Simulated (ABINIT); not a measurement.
The system is SiC (Moissanite).

```
CELL_PARAMETERS angstrom
3.07600 0.00000 0.00000
-1.53800 2.66389 0.00000
0.00000 0.00000 5.04800
ATOMIC_POSITIONS crystal
Si 0.66667 0.33333 0.50000
Si 0.33333 0.66667 0.00000
C 0.66667 0.33333 0.88500
C 0.33333 0.66667 0.38500
```

```yaml
Program: ABINIT 10.8.3 (patched build)
Task: relaxation of cell and atoms
Functional: PBE
Potentials_or_basis: JTH PAW PBE v2.0
Cutoff: 517 eV
k_mesh: 10 × 10 × 5
Occupations: fermi-dirac, width 0.05 eV
Spin: no spin polarisation
```

At the start: pressure 3.1 GPa; volume 10.34 Å³/atom.

**Question.** Where does the relaxation end?

**Answer.** Over 7 steps the energy falls by 10.4 meV/atom and the volume is 10.48 Å³/atom (+1.3 %); space group P6_3mc (No. 186, to 0.05 Å).

The path:
| step | energy change (eV) | largest force (eV/Å) | pressure (GPa) | volume (Å³) |
| --- | --- | --- | --- | --- |
| 1 | 0.0000 | 0.7428 | 3.13 | 41.36 |
| 2 | -0.0260 | 0.4687 | 0.82 | 41.76 |
| 3 | -0.0387 | 0.1098 | -0.63 | 42.03 |
| 4 | -0.0405 | 0.0287 | -0.49 | 42.00 |
| 5 | -0.0417 | 0.0127 | -0.06 | 41.92 |
| 6 | -0.0416 | 0.0022 | 0.00 | 41.91 |
| 7 | -0.0416 | 0.0001 | 0.00 | 41.91 |

Final structure:
```xyz
4
Lattice="3.0893 0.0000 0.0000 -1.5447 2.6754 0.0000 0.0000 0.0000 5.0705" Properties=species:S:1:pos:R:3 pbc="T T T"
Si    1.5447    0.8918    2.5586
Si    0.0000    1.7836    0.0234
C     1.5447    0.8918    4.4640
C     0.0000    1.7836    1.9288
```
